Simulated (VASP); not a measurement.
# NbP (I4_1md) in VASP: a series of runs, part 2 of 2

VASP 6.6.1. Earlier steps stand in the parts before.

### Step 3. Single point, PBE

File INCAR:

```
SYSTEM = NbP
PREC = Accurate
ENCUT = 520
EDIFF = 1E-7
ISMEAR = 0
SIGMA = 0.1
LREAL = .False.
LASPH = .True.
NELM = 80
ALGO = Normal
ISIF = 2
LWAVE = .False.
LCHARG = .False.
GGA = PE
NBANDS = 26
```

File KPOINTS:

```
Automatic mesh
0
Gamma
  24 24 24
  0 0 0
```

File POSCAR:

```
NbP
1.0
   -1.6749232500      1.6749232500      5.7401081800
    1.6749232500     -1.6749232500      5.7401081800
    1.6749232500      1.6749232500     -5.7401081800
Nb P
2 2
Direct
    0.7498808000      0.7498808000      0.0000000000
    0.4998808000      0.9998808000      0.5000000000
    0.3327477700      0.3327477700      0.0000000000
    0.0827477800      0.5827477800      0.5000000000
```

Potentials or basis: VASP PAW PBE potentials, release 64 (Nb_sv, P).

Command:

```
> cat potpaw_PBE.64/Nb_sv/POTCAR potpaw_PBE.64/P/POTCAR > POTCAR
> mpirun -np 1 vasp_std > vasp.out
```

OUTCAR:

```text
SYSTEM = NbP
   PREC = Accurate
   ENCUT = 520
   EDIFF = 1E-7
   ISMEAR = 0
   LREAL = .False.
   LASPH = .True.
   NELM = 80
   ISIF = 2
   GGA = PE

 ion  position               nearest neighbor table
   1  0.750  0.750  0.000-   4 2.55   4 2.55   3 2.55   3 2.55   3 2.55   3 2.55
   2  0.500  1.000  0.500-   3 2.55   3 2.55   4 2.55   4 2.55   4 2.55   4 2.55
   3  0.333  0.333  0.000-   2 2.55   2 2.55   1 2.55   1 2.55   1 2.55   1 2.55
   4  0.083  0.583  0.500-   1 2.55   1 2.55   2 2.55   2 2.55   2 2.55   2 2.55

  LATTYP: Found a body centered tetragonal cell.
[... 899 lines left out ...]
  --------------------------------------------------------------------------------------
  -------------------------------------------------------------------------------------
  Total       -0.5436813     -0.5436813     -0.7089668      0.0000000      0.0000000      0.0000000
  in kB      -13.5233748    -13.5233748    -17.6346401      0.0000000      0.0000000      0.0000000
  external PRESSURE =     -14.8937966 kB  Pullay stress =       0.0000000 kB

 VOLUME and BASIS-vectors are now :
 -----------------------------------------------------------------------------
  energy-cutoff  :      520.00
  volume of cell :       64.41
      direct lattice vectors                 reciprocal lattice vectors
    -1.674923250  1.674923250  5.740108180     0.000000000  0.298521141  0.087106372
     1.674923250 -1.674923250  5.740108180     0.298521141  0.000000000  0.087106372
     1.674923250  1.674923250 -5.740108180     0.298521141  0.298521141  0.000000000

 POSITION                                       TOTAL-FORCE (eV/Angst)
 -----------------------------------------------------------------------------------
      0.00000      0.00000      8.60879         0.000000      0.000000      0.013976
      1.67492      0.00000      5.73874        -0.000000     -0.000000      0.013976
      0.00000      0.00000      3.82002        -0.000000      0.000000     -0.013976
      1.67492      0.00000      0.94996         0.000000     -0.000000     -0.013976
 -----------------------------------------------------------------------------------
    total drift:                               -0.000000     -0.000000      0.000152

  FREE ENERGIE OF THE ION-ELECTRON SYSTEM (eV)
  ---------------------------------------------------
  free  energy   TOTEN  =       -35.3196083093 eV

  energy  without entropy=      -35.3180734399  energy(sigma->0) =      -35.31884087
```

It took 58 min on 1 thread of Intel Xeon Platinum 8259CL at 2.50GHz (Skylake/Cascade Lake), shared host; peak memory 1.5 GiB.

What came out:

* Free energy: -35.3196 eV
* Pressure: -1.5 GPa
* Largest force: 0.014 eV/Å
* Band gap on the k mesh: none (metal or under the smearing width)

Forces on the atoms (eV/Å):
```
Nb   0.000  0.000  0.014
Nb   0.000  0.000  0.014
P    0.000  0.000 -0.014
P    0.000  0.000 -0.014
```

Stress tensor (GPa, compression positive):
```
-1.35  0.00  0.00
 0.00 -1.35  0.00
 0.00  0.00 -1.76
```

### Step 4. Single point, PBE

INCAR: that of step 3 with these lines changed.

```diff
@@ -2,3 +2,3 @@
 PREC = Accurate
-ENCUT = 520
+ENCUT = 200
 EDIFF = 1E-7
```

File KPOINTS:

```
Automatic mesh
0
Gamma
  12 12 12
  0 0 0
```

POSCAR is that of step 3.

Command:

```
> cat potpaw_PBE.64/Nb_sv/POTCAR potpaw_PBE.64/P/POTCAR > POTCAR
> mpirun -np 1 vasp_std > vasp.out
```

It took 2.7 min on 1 thread of Intel Xeon Platinum 8259CL at 2.50GHz (Skylake/Cascade Lake), shared host; peak memory 0.2 GiB.

The run converged, but a check on its numbers failed (symmetry, net force, bounds or a known fault of this set-up), so they aren't taken as properties of the crystal.

Caveat: the cutoff lies under the usual one of these potentials, so the numbers hold a large basis-set error; a pressure of tens of GPa on the cell as given is suspect, and the run, the potentials or the cell itself is likely at fault.

### Step 5. Single point, PBE

INCAR: that of step 4 with these lines changed.

```diff
@@ -2,3 +2,3 @@
 PREC = Accurate
-ENCUT = 200
+ENCUT = 250
 EDIFF = 1E-7
```

KPOINTS is that of step 4.

POSCAR is that of step 4.

Command:

```
> cat potpaw_PBE.64/Nb_sv/POTCAR potpaw_PBE.64/P/POTCAR > POTCAR
> mpirun -np 1 vasp_std > vasp.out
```

Run time: 2.1 min. Hardware: 1 thread of Intel Xeon Platinum 8259CL at 2.50GHz (Skylake/Cascade Lake), shared host; peak memory 0.22 GiB.

The run converged, but a check on its numbers failed (symmetry, net force, bounds or a known fault of this set-up), so they aren't taken as properties of the crystal.

Caveat: the cutoff lies under the usual one of these potentials, so the numbers hold a large basis-set error.

### Step 6. Single point, PBE

INCAR: that of step 5 with these lines changed.

```diff
@@ -2,3 +2,3 @@
 PREC = Accurate
-ENCUT = 250
+ENCUT = 300
 EDIFF = 1E-7
```

KPOINTS is that of step 5.

POSCAR is that of step 5.

Potentials or basis: VASP PAW PBE potentials, release 64 (Nb_sv, P).

Command:

```
> cat potpaw_PBE.64/Nb_sv/POTCAR potpaw_PBE.64/P/POTCAR > POTCAR
> mpirun -np 1 vasp_std > vasp.out
```

Wall time 3.3 min (1 thread of Intel Xeon Platinum 8259CL at 2.50GHz (Skylake/Cascade Lake), shared host); peak memory 0.26 GiB.

The run converged. Its results:

```
Free energy            : -35.3029 eV
Largest force          : 0.017 eV/Å
Band gap on the k mesh : none (metal or under the smearing width)
```

Forces on the atoms (eV/Å):
```
Nb   0.000  0.000  0.017
Nb   0.000  0.000  0.017
P    0.000  0.000 -0.017
P    0.000  0.000 -0.017
```

Levels at points of the mesh, in eV from the Fermi level:
| k point | band 14 | band 15 | band 16 | band 17 | band 18 | band 19 | band 20 | band 21 | band 22 | band 23 |
| --- | --- | --- | --- | --- | --- | --- | --- | --- | --- | --- |
| (0.00, 0.00, 0.00) | -2.23 | -2.12 | -1.70 | -1.35 | -1.35 | 0.84 | 1.60 | 2.66 | 3.14 | 3.14 |
| (0.50, 0.00, 0.00) | -3.20 | -2.30 | -1.86 | -1.50 | -0.12 | 0.08 | 1.31 | 2.44 | 2.64 | 3.27 |
| (0.50, 0.50, 0.00) | -4.61 | -2.84 | -2.84 | -0.42 | -0.42 | 2.96 | 2.96 | 3.06 | 3.06 | 4.02 |
| (0.50, 0.50, 0.50) | -2.69 | -2.65 | -2.65 | -0.52 | -0.52 | 1.19 | 1.19 | 2.30 | 2.30 | 3.57 |

Caveat: the cutoff is under 1.25 times the usual one of these potentials, so pressure, stress and relaxed cells hold a basis-set (Pulay) error.

### Step 7. The runs side by side

```tsv
k mesh	cutoff (eV)	gap on the mesh (eV)	pressure (GPa)	largest force (eV/Å)
18 × 18 × 18	520	none	-1.5	0.01
24 × 24 × 24	520	none	-1.5	0.01
12 × 12 × 12	300	none	-	0.02
```

Alike in all rows: task single point; level PBE; potentials or basis VASP PAW PBE potentials, release 64 (Nb_sv, P); no spin polarisation; cell as given; smearing gaussian 0.1 eV.

Every run on the cell as given and a fine mesh finds a metal.

Caveats: the cutoff is under 1.25 times the usual one of these potentials, so pressure, stress and relaxed cells hold a basis-set (Pulay) error (some runs).

Absolute energies hang on the potentials; compare differences alone.
